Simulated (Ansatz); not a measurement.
TiAl: energy along a strain

TiAl, P4/mmm, a = 2.837 Å, c = 4.059 Å (as given, not relaxed at this level: -7.4 GPa). The structure is a COD entry; whether it is the stable form wasn't checked. Ansatz: LDA, PAW, 420 eV, Γ-centred 16×16×12 mesh on 2 atoms, Gaussian smearing 0.10 eV; no spin polarisation. Cell vectors (Å): 2.837 0.000 0.000; 0.000 2.837 0.000; 0.000 0.000 4.059. The cell is strained by x per cent times the pattern (0 0 0 1 0 0) in the order xx yy zz yz xz xy (engineering shears), with fractional coordinates held. y is the free energy over the start, V0 = 16.338 Å³/atom. Symmetry makes y even in x.

| x (%) | y (meV/atom) |
| --- | --- |
| -2.00 | ? |
| -1.00 | 0.51 |
| 0.00 | 0.00 |
| 0.25 | 0.03 |
| 0.50 | 0.13 |
| 0.75 | 0.29 |
| 1.25 | 0.80 |
| 1.50 | 1.15 |
| 1.75 | 1.56 |

**Question.** Fit y = c2 x² + c4 x⁴ to the other rows, get the stiffness along the pattern, and predict the missing energy.

**Answer.** Least squares on the rows shown. y = 0.5140 x² − 0.001472 x⁴. The clamped-ion stiffness p·C·p = 2 × 5.140 eV × 160.2 / 16.338 Å³ = 101 GPa, which is C44 in these axes (second derivative at the start, which stands under stress). At x = -2.00 the fit asked for gives 2.03 meV/atom. The run gave 2.04 meV/atom, so the fit is 0.01 meV/atom too low, a small miss on the scale of the series.

Cost: 9 runs of about 1.4 core-minutes in all, on Intel Xeon 6975P-C (Granite Rapids) (shared hosts).